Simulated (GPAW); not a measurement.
# GaN (F-43m) in GPAW: a series of runs

Aim: see how the results for GaN move with the level of theory and the settings. Levels: PBE, PBEsol0. Tasks: single point.

Everything below comes from runs of GPAW 26.7.0. Logs are shortened: lines on timing, memory, paths and dates and some standing lists are left out, and cuts for length are marked. The log counts tension as positive stress, the text compression.

### Step 1. The structure

Symmetry: F-43m, No. 216, cubic system. The conventional cell has a = 4.507 Å, b = 4.507 Å, c = 4.507 Å, α = 90.00°, β = 90.00°, γ = 90.00°. Ga (site symmetry -43m) is surrounded by 4 N at 1.95 Å. N (site symmetry -43m) is surrounded by 4 Ga at 1.95 Å.

The cell is a database's computed one.

### Step 2. Single point, PBE

The input, run.py:

```python
from ase.dft.bandgap import bandgap
from ase.io import write
from ase.spacegroup import crystal
from ase.units import GPa
from gpaw import GPAW, PW

# Ga 4a
# N 4d
atoms = crystal(['Ga', 'N'],
                basis=[[0.0, 0.0, 0.0],
                       [0.25, 0.25, 0.75]],
                spacegroup=216, setting=1,  # F-43m
                cellpar=[4.50700122, 4.50700122, 4.50700122, 90.0, 90.0, 90.0],
                primitive_cell=True)

calc = GPAW(mode=PW(400),
            xc='PBE',
            kpts={'size': (10, 10, 10), 'gamma': True},
            occupations={'name': 'fermi-dirac', 'width': 0.05},
            nbands=11,
            convergence={'density': 1e-05, 'energy': 1e-05},
            maxiter=100,
            txt='gpaw.txt')
atoms.calc = calc
energy = atoms.get_potential_energy()
forces = atoms.get_forces()
stress = atoms.get_stress()
calc.write('gs.gpw')
write('result.traj', atoms)
print(f'Energy: {energy:.6f} eV')
print('Forces (eV/A):')
print(forces.round(4))
print('Stress (GPa):', (stress / GPa).round(3))
print('Fermi level:', round(calc.get_fermi_level(), 4), 'eV')
print(f'Gap: {bandgap(calc)[0]:.4f} eV, direct: {bandgap(calc, direct=True)[0]:.4f} eV')
```

Potentials or basis: GPAW PAW data sets (gpaw-data 1.2.1), pw.

Launch:

```console
OMP_NUM_THREADS=1 python run.py
```

gpaw.txt:

```text
__  _  _
 | _ |_)|_||  |
 |__||  | ||/\| - 26.7.0

Input parameters:
  mode=PW(ecut=400.0),
  convergence={'density': 1e-05, 'energy': 1e-05},
  kpts=MonkhorstPack(size=(10, 10, 10), gamma=True),
  maxiter=100,
  nbands=11,
  occupations=Occupations(name='fermi-dirac', width=0.05),
  xc=XC(name='PBE')

Diagonalizing LCAO Hamiltonian
Converting LCAO to pw mode

                  N

       Ga

Atoms  # Å, Bohr magnetons
|   | symbol |        x |        y |        z |    initial magnetic moments |
|---|--------|----------|----------|----------|-----------------------------|
| 0 |     Ga | 0.000000 | 0.000000 | 0.000000 | ( 0.0000,  0.0000,  0.0000) |
| 1 |      N | 3.380251 | 3.380251 | 3.380251 | ( 0.0000,  0.0000,  0.0000) |

Unit cell  # Å
| periodic |        x |        y |        z |  lengths |    angles |
|----------|----------|----------|----------|----------|-----------|
|      yes | 0.000000 | 2.253501 | 2.253501 | 3.186931 | 60.000000 |
|      yes | 2.253501 | 0.000000 | 2.253501 | 3.186931 | 60.000000 |
|      yes | 2.253501 | 2.253501 | 0.000000 | 3.186931 | 60.000000 |

Number of symmetries: 24
Symmetry operations  # r_c * U_cc + t_c -> r_c
|    | kind |            matrix            |
|----|------|------------------------------|
|  0 |  E   |  1, 0, 0,  0, 1, 0,  0, 0, 1 |
|  1 |  σ   |  1, 0, 0,  0, 0, 1,  0, 1, 0 |
|  2 |  σ   |  1, 0,-1,  0, 1,-1,  0, 0,-1 |
|  3 |  C3  |  1, 0,-1,  0, 0,-1,  0, 1,-1 |
|  4 |  C3  |  1,-1, 0,  0,-1, 1,  0,-1, 0 |
|  5 |  σ   |  1,-1, 0,  0,-1, 0,  0,-1, 1 |
|  6 |  σ   |  0, 1, 0,  1, 0, 0,  0, 0, 1 |
|  7 |  C3  |  0, 1, 0,  0, 0, 1,  1, 0, 0 |
|  8 |  C2  |  0, 1,-1,  1, 0,-1,  0, 0,-1 |
|  9 |  S4  |  0, 1,-1,  0, 0,-1,  1, 0,-1 |
| 10 |  C3  |  0, 0, 1,  1, 0, 0,  0, 1, 0 |
| 11 |  σ   |  0, 0, 1,  0, 1, 0,  1, 0, 0 |
| 12 |  S4  |  0, 0,-1,  1, 0,-1,  0, 1,-1 |
| 13 |  C3  |  0, 0,-1,  0, 1,-1,  1, 0,-1 |
| 14 |  S4  |  0,-1, 1,  1,-1, 0,  0,-1, 0 |
| 15 |  C2  |  0,-1, 1,  0,-1, 0,  1,-1, 0 |
| 16 |  C3  |  0,-1, 0,  1,-1, 0,  0,-1, 1 |
| 17 |  S4  |  0,-1, 0,  0,-1, 1,  1,-1, 0 |
| 18 |  S4  | -1, 1, 0, -1, 0, 1, -1, 0, 0 |
| 19 |  C3  | -1, 1, 0, -1, 0, 0, -1, 0, 1 |
| 20 |  C3  | -1, 0, 1, -1, 1, 0, -1, 0, 0 |
| 21 |  S4  | -1, 0, 1, -1, 0, 0, -1, 1, 0 |
| 22 |  σ   | -1, 0, 0, -1, 1, 0, -1, 0, 1 |
| 23 |  C2  | -1, 0, 0, -1, 0, 1, -1, 1, 0 |

BZ-sampling:
  Number of BZ points: 1000
  Number of IBZ points: 47

  Monkhorst-Pack size: [10, 10, 10]
  Monkhorst-Pack shift: [0.05, 0.05, 0.05]

K-points  # in reciprocal-cell coordinates
|     |                                coordinates |     weight |
|-----|--------------------------------------------|------------|
|   0 | (  0.00000000,   0.00000000,   0.00000000) | 0.00100000 |
|   1 | (  0.10000000,   0.10000000,   0.00000000) | 0.00600000 |
|   2 | (  0.10000000,   0.10000000,   0.10000000) | 0.00800000 |
|   3 | (  0.20000000,   0.10000000,   0.10000000) | 0.01200000 |
|   4 | (  0.20000000,   0.20000000,   0.00000000) | 0.00600000 |
|   5 | (  0.20000000,   0.20000000,   0.10000000) | 0.02400000 |
|   6 | (  0.20000000,   0.20000000,   0.20000000) | 0.00800000 |
|   7 | (  0.30000000,   0.20000000,   0.10000000) | 0.02400000 |
|   8 | (  0.30000000,   0.20000000,   0.20000000) | 0.02400000 |
|   9 | (  0.30000000,   0.30000000,   0.00000000) | 0.00600000 |
| ... |                                            |            |
|  46 | (  0.50000000,   0.50000000,   0.50000000) | 0.00400000 |

Plane wave coefficients: 444
Cutoff: 400.0 eV

Spin-components: 1 (collinear spins)
Bands:           11
Projectors:      10
Spin-degeneracy: 2
Datatype:        complex128

Parallelization:
  kpt:    1
  domain: 1
  band:   1

Density:
  Valence electrons: 8.0
  Components: 1
  Grid points: [15 15 15]
  Charge: 0.0  # |e|

Potential:
  Grid points: [15 15 15]

species:
  Ga:
    name:    Gallium
    Z:       31.0
    valence: 3
    core:    28
    charge:  0.0  # [|e|]
    compensation charges:
      type: gauss
      rc: 0.37  # [Å]
      lmax: 2
    cutoffs:
      filter: 2.06  # [Å]
      core: 4.17  # [Å]
    projectors
    | kind |    occ | energy [eV] | rcut [Å] |
    |------|--------|-------------|----------|
    |   4s |  2.000 |      -8.945 |    1.164 |
    |   4p |  1.000 |      -2.580 |    1.164 |
    |    s |        |      18.266 |    1.164 |
    |    p |        |      24.631 |    1.164 |
    |    d |        |       0.000 |    1.164 |

    Using partial waves for Ga as LCAO basis

  N:
    name:    Nitrogen
    Z:       7.0
    valence: 5
    core:    2
    charge:  0.0  # [|e|]
    compensation charges:
      type: gauss
      rc: 0.18  # [Å]
      lmax: 2
    cutoffs:
      filter: 1.11  # [Å]
      core: 0.96  # [Å]
    projectors
    | kind |    occ | energy [eV] | rcut [Å] |
    |------|--------|-------------|----------|
    |   2s |  2.000 |     -18.583 |    0.603 |
    |   2p |  3.000 |      -7.089 |    0.529 |
    |    s |        |       8.629 |    0.603 |
    |    p |        |      20.123 |    0.529 |
    |    d |        |       0.000 |    0.577 |

    Using partial waves for N as LCAO basis

Reference energy: -54366.393033  # eV

eigensolver:
  PPCG
  Converge bands: occupied
  niter=2

density mixing:
  MSR1-Mixer
  Pratt-step length: 0.05
  Maximum mixing coefficient: 0.75
  Old densities: 10
  SVD Regularization: 0.005
  Good broyden scale: 1.0
  Trust region scale: 1.0
  Backstep threshold: 4.0
  History deletion threshold: 6.0
  Fourier metric: weight=20.0, sigma=0.015

occupation numbers:
  Fermi-Dirac:
    width: 0.0500  # eV

poisson solver:
  ecut: 3200.0  # eV

xc functional:
  name: PBE with 2 nearest neighbor stencil

convergence criteria:
- Maximum integral of absolute [dens]ity change: 1e-05 electrons / valence electron
- Maximum [total energy] change in last 3 cyles: 1e-05 eV / valence electron
- Maximum integral of absolute [eigenst]ate change: 4e-08 eV^2 / valence electron
maximum number of iterations: 100

SCF iterations
|iter     | |      energy | eigst |  dens |
|---------|-|-------------|-------|-------|
|iter:   1| |  -11.495798 | -0.33 |       |
|iter:   2| |  -11.168354 | -2.20 | -0.61 |
|iter:   3| |  -10.220365 | -0.89 | -0.66 |
|iter:   4| |  -10.213860 | -3.38 | -1.30 |
|iter:   5| |  -10.213062 | -3.66 | -1.61 |
|iter:   6| |  -10.213101 | -5.58 | -2.84 |
|iter:   7| |  -10.213118c| -6.31 | -3.20 |
|iter:   8| |  -10.213117c| -7.55c| -4.49 |
|iter:   9| |  -10.213117c| -8.17c| -4.93 |
|iter:  10| |  -10.213117c| -9.34c| -5.90c|

Converged in 10 steps
Energy contributions relative to reference atoms: (reference = -54366.393033)

Energy contributions:
  Kinetic:          26.357478
  Coulomb:         -20.905625
  Zero:              0.002422
  External:          0.000000
  Xc:              -15.667393
  Entropy:          -0.000000
  Spinorbit:         0.000000
  ----------------------------
  Free energy:     -10.213117
  Extrapolated:    -10.213117

dipole moment: (-10.120349, -10.120349, -10.120349)  # |e|*Ang

Fermi level: 7.338
Eigenvalues  # (at kpt = [0.000, 0.000, 0.000])
| band index |      eig [eV] | occ [0-2] |
|------------|---------------|-----------|
|          0 |        -9.693 |     2.000 |
|          1 |         6.555 |     2.000 |
|          2 |         6.556 |     2.000 |
|          3 |         6.556 |     2.000 |
|          4 |         8.026 |     0.000 |
|          5 |        16.825 |     0.000 |
|          6 |        16.825 |     0.000 |
|          7 |        16.825 |     0.000 |
|          8 |        24.105 |     0.000 |
|          9 |        24.884 |     0.000 |
|         10 |        24.886 |     0.000 |

Gap: 1.470 eV
Transition (v -> c):
  (s=0, k=0, n=3, [0.00, 0.00, 0.00]) -> (s=0, k=0, n=4, [0.00, 0.00, 0.00])
No difference between direct/indirect transitions

Forces  # eV/Ang
|        x |       y |       z |
|----------|---------|---------|
| -0.00000 | 0.00000 | 0.00000 |  # Ga   0
|  0.00000 | 0.00000 | 0.00000 |  # N    1

Stress tensor  # eV/Ang^3
|         x |        y |         z |
|-----------|----------|-----------|
|  0.137935 | 0.000000 | -0.000000 |
|  0.000000 | 0.137935 |  0.000000 |
| -0.000000 | 0.000000 |  0.137935 |

# Writing to gs.gpw (mode='')
```

Wall time 4.7 s (1 thread of AMD EPYC 7R13 (Zen 3), shared host); peak memory 0.13 GiB.

These settings aren't checked as converged: the numbers below hold their error.

What came out:

```yaml
Free_energy: -10.2131 eV
Pressure: -22.1 GPa
Band_gap_on_the_k_mesh: 1.47 eV, direct
```

Caveat: the cutoff is short for stress and forces, so pressures can be off by a GPa or more.

### Step 3. Single point, PBEsol0

The input, run.py:

```python
from ase import Atoms
from ase.dft.bandgap import bandgap
from ase.io import write
from gpaw import GPAW, PW

atoms = Atoms(['Ga', 'N'],
              cell=[[0.0, 2.2535006075, 2.2535006075],
                    [2.2535006075, 0.0, 2.2535006075],
                    [2.2535006075, 2.2535006075, 0.0]],
              scaled_positions=[[0.0, 0.0, 0.0],
                                [0.25, 0.25, 0.25]],
              pbc=True)

calc = GPAW(mode=PW(600),
            xc={'name': '0.75_GGA_X_PBE_SOL+1.0_GGA_C_PBE_SOL', 'fraction': 0.25, 'omega': 0.0, 'backend': 'pw'},
            kpts={'size': (5, 5, 5), 'gamma': True},
            occupations={'name': 'fermi-dirac', 'width': 0.05},
            nbands=9,
            convergence={'density': 1e-05, 'energy': 1e-05},
            maxiter=60,
            txt='gpaw.txt')
atoms.calc = calc
energy = atoms.get_potential_energy()
forces = atoms.get_forces()
calc.write('gs.gpw')
write('result.traj', atoms)
print(f'Energy: {energy:.6f} eV')
print('Forces (eV/A):')
print(forces.round(4))
print('Fermi level:', round(calc.get_fermi_level(), 4), 'eV')
print(f'Gap: {bandgap(calc)[0]:.4f} eV, direct: {bandgap(calc, direct=True)[0]:.4f} eV')
```

Potentials or basis: GPAW PAW data sets (gpaw-data 1.2.1), pw.

Launch:

```console
OMP_NUM_THREADS=1 python run.py
```

Wall time 12 min (1 thread of Intel Xeon 6975P-C (Granite Rapids), shared host); peak memory 0.26 GiB.

The run converged. Its results:

```
Free energy            : 19.6104 eV
Band gap on the k mesh : 3.69 eV, direct
```

Levels at points of the mesh, in eV from the valence-band top:
```csv
k point,band 1,band 2,band 3,band 4,band 5
"(0.00, 0.00, 0.00)",-17.45,0.00,0.00,0.00,3.69
```

Caveat: the k mesh is coarse (spacing up to 0.48 Å⁻¹), so the values aren't converged, least of all with exact exchange; the PAW data sets were made with another functional, which shifts forces and pressure a little.
